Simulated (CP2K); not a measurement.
MoS2:

```
Mo S
1.0
     6.41491    0.00000    0.00000
     5.63659    3.06265    0.00000
     5.63659    1.43243    2.70702
Mo S
1 2
Direct
  0.00000 0.00000 0.00000
  0.41700 0.41700 0.41700
  0.25000 0.25000 0.25000
```

Measurements of this composition are mostly on another form, of space group No. 194.

Program: CP2K 2026.2. Alike in all runs: task band structure; no spin polarisation; cell as given; k mesh 10 × 10 × 10.

Q: Order these runs on this cell by their pressure, lowest first.
A. level LDA; potentials or basis GTH_POTENTIALS Mo GTH-PADE-q14, S GTH-PADE-q6; TZVP-MOLOPT-PBE-GTH basis; smearing fermi-dirac 0.05 eV; NGRIDS 5; points a segment of the path (NPOINTS) 8; bands added on the path 6; CUTOFF of the grids 450 Ry
B. level PBEsol; potentials or basis POTENTIAL_UZH Mo GTH-PBE-q14, S GTH-PBE-q6; TZVP-MOLOPT-PBE-GTH basis; smearing fermi-dirac 0.1 eV; NGRIDS 4; points a segment of the path (NPOINTS) 8; bands added on the path 2; CUTOFF of the grids 450 Ry
C. level r2SCAN; potentials or basis POTENTIAL_UZH Mo GTH-SCAN-q14, S GTH-SCAN-q6; TZVP-MOLOPT-SCAN-GTH basis; smearing fermi-dirac 0.0259 eV; NGRIDS 5; points a segment of the path (NPOINTS) 6; bands added on the path 2; CUTOFF of the grids 675 Ry

A: A (-1.1 GPa), B (2.7 GPa), C (5.6 GPa).

Caveats: the basis of atomic orbitals isn't converged, which shifts pressures, moduli and gaps; the potentials were made for another functional, which shifts forces and pressure (some runs).
